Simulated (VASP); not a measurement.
# BaS (Fm-3m) in VASP: further runs, part 2 of 2

VASP 6.6.1. The steps go on from the part before.

### 3 Single point, PBE (cell and atoms relaxed tightly for response)

The input, INCAR:

```
PREC = Accurate
ENCUT = 520
EDIFF = 1E-6
ISMEAR = 0
SIGMA = 0.01
LREAL = F
LASPH = T
NELM = 80
ALGO = Normal
ISIF = 2
LWAVE = F
LCHARG = F
GGA = PE
NBANDS = 15
```

The input, KPOINTS:

```
Automatic mesh
0
Gamma
  8 8 8
```

The input, POSCAR:

```
BaS
1.0
    0.0000000000      3.2143926808      3.2143926808
    3.2143926808      0.0000000000      3.2143926808
    3.2143926808      3.2143926808      0.0000000000
Ba S
1 1
Direct
    0.0000000000      0.0000000000      0.0000000000
    0.5000000000      0.5000000000      0.5000000000
```

Potentials or basis: VASP PAW PBE potentials, release 64 (Ba_sv, S).

The run is started by

```sh
$ cat potpaw_PBE.64/Ba_sv/POTCAR potpaw_PBE.64/S/POTCAR > POTCAR
$ mpirun -np 1 vasp_std > vasp.out
```

OUTCAR:

```text
PREC = Accurate
   ENCUT = 520
   EDIFF = 1E-6
   ISMEAR = 0
   LREAL = F
   LASPH = T
   NELM = 80
   ISIF = 2
   GGA = PE

 ion  position               nearest neighbor table
   1  0.000  0.000  0.000-   2 3.21   2 3.21   2 3.21   2 3.21   2 3.21   2 3.21
   2  0.500  0.500  0.500-   1 3.21   1 3.21   1 3.21   1 3.21   1 3.21   1 3.21

  LATTYP: Found a face centered cubic cell.
 ALAT       =     6.4287853616

  Lattice vectors:

 A1 = (   0.0000000000,   3.2143926808,   3.2143926808)
 A2 = (   3.2143926808,   0.0000000000,   3.2143926808)
 A3 = (   3.2143926808,   3.2143926808,   0.0000000000)

Analysis of symmetry for initial positions (statically):
=====================================================================
 Subroutine PRICEL returns:
 Original cell was already a primitive cell.

 Routine SETGRP: Setting up the symmetry group for a
 face centered cubic supercell.

 Subroutine GETGRP returns: Found 48 space group operations
 (whereof 48 operations were pure point group operations)
 out of a pool of 48 trial point group operations.

The static configuration has the point symmetry O_h .

Analysis of symmetry for dynamics (positions and initial velocities):
=====================================================================
 Subroutine PRICEL returns:
 Original cell was already a primitive cell.

 Routine SETGRP: Setting up the symmetry group for a
 face centered cubic supercell.

 Subroutine GETGRP returns: Found 48 space group operations
 (whereof 48 operations were pure point group operations)
 out of a pool of 48 trial point group operations.

The dynamic configuration has the point symmetry O_h .

 Subroutine INISYM returns: Found 48 space group operations
 (whereof 48 operations are pure point group operations),
 and found     1 'primitive' translations

----------------------------------------------------------------------------------------

                                     Primitive cell

  volume of cell :      66.4243

  direct lattice vectors                    reciprocal lattice vectors
     0.000000000  3.214392681  3.214392681    -0.155550379  0.155550379  0.155550379
     3.214392681  0.000000000  3.214392681     0.155550379 -0.155550379  0.155550379
     3.214392681  3.214392681  0.000000000     0.155550379  0.155550379 -0.155550379

  length of vectors
     4.545837724  4.545837724  4.545837724     0.269421160  0.269421160  0.269421160

  position of ions in fractional coordinates (direct lattice)
     0.000000000  0.000000000  0.000000000
     0.500000000  0.500000000  0.500000000

  ion indices of the primitive-cell ions
   primitive index   ion index
                 1           1
                 2           2

----------------------------------------------------------------------------------------

 KPOINTS: Automatic mesh

Automatic generation of k-mesh.
 Grid dimensions read from file:
 generate k-points for:    8    8    8

 Generating k-lattice:

  Cartesian coordinates                     Fractional coordinates (reciprocal lattice)
    -0.019443797  0.019443797  0.019443797     0.125000000  0.000000000  0.000000000
     0.019443797 -0.019443797  0.019443797     0.000000000  0.125000000  0.000000000
     0.019443797  0.019443797 -0.019443797     0.000000000  0.000000000  0.125000000

  Length of vectors
     0.033677645  0.033677645  0.033677645

  Shift w.r.t. Gamma in fractional coordinates (k-lattice)
     0.000000000  0.000000000  0.000000000

 Subroutine IBZKPT returns following result:
 ===========================================

 Found     29 irreducible k-points:

 Following reciprocal coordinates:
            Coordinates               Weight
  0.000000  0.000000  0.000000      1.000000
  0.125000  0.000000  0.000000      8.000000
  0.250000  0.000000  0.000000      8.000000
  0.375000  0.000000  0.000000      8.000000
  0.500000  0.000000  0.000000      4.000000
  0.125000  0.125000  0.000000      6.000000
[... 16 lines left out ...]
  0.500000  0.250000  0.125000     48.000000
 -0.375000  0.250000  0.125000     24.000000
 [... further k-points ...]
   k-points           NKPTS =     29   k-points in BZ     NKDIM =     29   number of bands    NBANDS=     15
   number of dos      NEDOS =    301   number of ions     NIONS =      2
   total plane-waves  NPLWV =  46656
   dimension x,y,z NGX =    36 NGY =   36 NGZ =   36
   dimension x,y,z NGXF=    72 NGYF=   72 NGZF=   72
   ions per type =               1   1
   NGX,Y,Z   is equivalent  to a cutoff of  13.17, 13.17, 13.17 a.u.
   NGXF,Y,Z  is equivalent  to a cutoff of  26.33, 26.33, 26.33 a.u.
 SYSTEM =  unknown system
   PREC   = accura    normal or accurate (medium, high low for compatibility)
   ISTART =      0    job   : 0-new  1-cont  2-samecut
   ICHARG =      2    charge: 1-file 2-atom 10-const
   ISPIN  =      1    spin polarized calculation?
   LNONCOLLINEAR =      F non collinear calculations
   LSORBIT =      F    spin-orbit coupling
   LASPH  =      T    aspherical Exc in radial PAW
   ENCUT  =  520.0 eV  38.22 Ry    6.18 a.u.   8.45  8.45  8.45*2*pi/ulx,y,z
   NELM   =     80;   NELMIN=  2; NELMDL= -5     # of ELM steps
   EDIFF  = 0.1E-05   stopping-criterion for ELM
   LREAL  =      F    real-space projection
   EDIFFG = 0.1E-04   stopping-criterion for IOM
   NSW    =      0    number of steps for IOM
   IBRION =     -1    ionic relax: 0-MD 1-quasi-New 2-CG
   NFREE  =      0    steps in history (QN), initial steepest desc. (CG)
   ISIF   =      2    stress and relaxation
   ISYM   =      2    0-nonsym 1-usesym 2-fastsym
   POTIM  = 0.5000    time-step for ionic-motion
   TEBEG  =    0.0;   TEEND  =   0.0 temperature during run
   PSTRESS=    0.0 pullay stress
   NELECT =      16.0000    total number of electrons
   NUPDOWN=      -1.0000    fix difference up-down
   EMIN   =  10.00;   EMAX   =-10.00  energy-range for DOS
   EFERMI =   0.00;   METHOD = LEGACY
   ISMEAR =     0;   SIGMA  =   0.01  broadening in eV -4-tet -1-fermi 0-gaus
   EFERMI_NEDOS =   21; number of points for ismear=-14 and -15
   IALGO  =     38    algorithm
   IMIX   =      4    mixing-type and parameters
     AMIX     =   0.40;   BMIX     =  1.00
     AMIX_MAG =   1.60;   BMIX_MAG =  1.00
  volume/ion in A,a.u.               =      33.21       224.13
  Fermi-wavevector in a.u.,A,eV,Ry     =   1.018605  1.924885 14.116814  1.037557
  Thomas-Fermi vector in A             =   2.152072
   LORBIT       =      0    0 simple, 1 ext, 2 COOP (PROOUT), +10 PAW based schemes
   GGA     = PE    functional components
   LHFCALC =     F    Hartree Fock is set to
   AEXX    =    0.0000 exact exchange contribution
   IVDW    =     0    specifies the selected vdW correction
   LEPSILON=     F    determine dielectric tensor
   LRPA    =     F    only Hartree local field effects (RPA)
 non-spin polarized calculation
 Gauss-broadening in eV      SIGMA  =   0.01
  energy-cutoff  :      520.00
  volume of cell :       66.42
 maximum number of plane-waves:      1812
 NGX is ok and might be reduce to    36
   NGX = 17   NGY = 17   NGZ = 17

 number of electron      16.0000002 magnetization

 Free energy of the ion-electron system (eV)
  ---------------------------------------------------
  ext. energy  EPLUGINS =         0.00000000
  ---------------------------------------------------
  free energy    TOTEN  =       -10.19269670 eV

  energy without entropy =      -10.19269670  energy(sigma->0) =      -10.19269670

 E-fermi :   1.4145     XC(G=0):  -8.5458

 val. band max:        1.3545760773   @ k =   0.0000   0.0000   0.0000
 cond. band min:       3.4934491036   @ k =   0.5000   0.5000   0.0000
 fundamental gap:      2.1388730263
 Fermi energy:         1.4145281389

 k-point     1 :       0.0000    0.0000    0.0000
  band No.  band energies     occupation
      1     -24.7817      2.00000
      2      -9.8394      2.00000
      3      -9.8394      2.00000
      4      -9.8394      2.00000
      5      -8.9763      2.00000
      6       1.3546      2.00000
      7       1.3546      2.00000
      8       1.3546      2.00000
      9       4.8605      0.00000
     10       5.2200      0.00000
     11       5.2200      0.00000
     12       5.2200      0.00000
     13       6.1256      0.00000
     14       6.1256      0.00000
[... 401 lines left out ...]
      2     -10.6940      2.00000
      3     -10.0198      2.00000
      4      -9.9368      2.00000
      5      -8.1046      2.00000
      6      -0.0987      2.00000
      7       0.5124      2.00000
      8       0.5821      2.00000
      9       6.0147      0.00000
     10       6.1873      0.00000
     11       7.9295      0.00000
     12       8.1346      0.00000
     13       9.0900      0.00000
     14      10.0098      0.00000
     15      10.6318      0.00000

 [... further k-points ...]
[... 5 lines left out ...]
  --------------------------------------------------------------------------------------
  -------------------------------------------------------------------------------------
  Total        0.2249203      0.2249203      0.2249203      0.0000000      0.0000000      0.0000000
  in kB        5.4251575      5.4251575      5.4251575      0.0000000      0.0000000      0.0000000
  external PRESSURE =       5.4251575 kB  Pullay stress =       0.0000000 kB

 VOLUME and BASIS-vectors are now :
 -----------------------------------------------------------------------------
  energy-cutoff  :      520.00
  volume of cell :       66.42
      direct lattice vectors                 reciprocal lattice vectors
     0.000000000  3.214392681  3.214392681    -0.155550379  0.155550379  0.155550379
     3.214392681  0.000000000  3.214392681     0.155550379 -0.155550379  0.155550379
     3.214392681  3.214392681  0.000000000     0.155550379  0.155550379 -0.155550379

 POSITION                                       TOTAL-FORCE (eV/Angst)
 -----------------------------------------------------------------------------------
      0.00000      0.00000      0.00000         0.000000      0.000000      0.000000
      3.21439      3.21439      3.21439        -0.000000     -0.000000     -0.000000
 -----------------------------------------------------------------------------------
    total drift:                                0.000000      0.000000      0.000000

  FREE ENERGIE OF THE ION-ELECTRON SYSTEM (eV)
  ---------------------------------------------------
  free  energy   TOTEN  =       -10.1926967009 eV

  energy  without entropy=      -10.1926967009  energy(sigma->0) =      -10.19269670
```

stdout:

```text
POSCAR found type information on POSCAR BaS
 POSCAR found :  2 types and       2 ions
 scaLAPACK will be used
 LDA part: xc-table for (Slater+PW92), standard interpolation
 POSCAR, INCAR and KPOINTS ok, starting setup
 FFT: planning ... GRIDC
 FFT: planning ... GRID_SOFT
 FFT: planning ... GRID
 WAVECAR not read
 entering main loop
```

Run time: 12 s. Hardware: 1 thread of Intel Xeon 6975P-C (Granite Rapids), shared host; peak memory 0.21 GiB.

Results:

```
Free energy            : -10.1927 eV
Pressure               : 0.5 GPa
Band gap on the k mesh : 2.14 eV, indirect (least direct gap 2.29 eV)
```

Caveat: spin-orbit coupling is left out, which moves the levels of the heavy elements. A k mesh can miss the band edges.

### 4 How close it comes

Step 2. A measured gap of BaS is 3.806 eV (indirect; 2 K; a printed reference work, monograph, original work of 1988); the calculated 2.11 eV misses it by -1.70 eV. Spin-orbit coupling on Ba is left out. The value is that of PBE on a finite k mesh, which can miss the band edges, without temperature or zero-point motion. Semilocal functionals fall short of measured gaps as a rule.
